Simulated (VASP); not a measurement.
A run of VASP 6.6.1 is set up as follows.

INCAR

```
SYSTEM = Te2Mo
PREC = Accurate
ENCUT = 520
EDIFF = 1E-7
ISMEAR = 0
SIGMA = 0.1
LREAL = .False.
LASPH = .True.
NELM = 100
ALGO = Normal
ISIF = 2
LWAVE = .False.
LCHARG = .True.
LDIPOL = .True.
IDIPOL = 3
DIPOL = 0.5 0.5 0.500
GGA = PE
IVDW = 12
LELF = .True.
LVHAR = .True.
LVACPOTAV = .True.
NBANDS = 20
```

Contents of KPOINTS:

```
regular mesh
0
Gamma
  6 6 1
  0 0 0
```

Contents of POSCAR:

```
Te2Mo
1.0
    3.4963746849      0.0000000000      0.0000000000
   -1.7481873424      3.0279492982      0.0000000000
    0.0000000000      0.0000000000     33.2702850480
Te Mo
2 1
Direct
    0.3333333333      0.6666666667      0.4453695314
    0.3333333333      0.6666666667      0.5546304686
    0.6666666667      0.3333333333      0.5000000000
```

Potentials or basis: VASP PAW PBE potentials, release 64 (Te, Mo_sv).

The run is started by

```console
$ cat potpaw_PBE.64/Te/POTCAR potpaw_PBE.64/Mo_sv/POTCAR > POTCAR
$ mpirun -np 1 vasp_std > vasp.out
```

Estimate the band gap on the k mesh.

1.20 eV, direct.

Estimate the ionisation potential of the upper face.

4.83 eV.

What does it give for the largest force?

0.046 eV/Å.

Forces in eV/Å, atoms in the order of the input:
```
Te   0.000  0.000 -0.046
Te   0.000  0.000  0.046
Mo   0.000  0.000  0.000
```

Caveat: spin-orbit coupling is left out, which moves the levels of the heavy elements. PBE gaps usually lie below the measured ones, often by a third to a half.
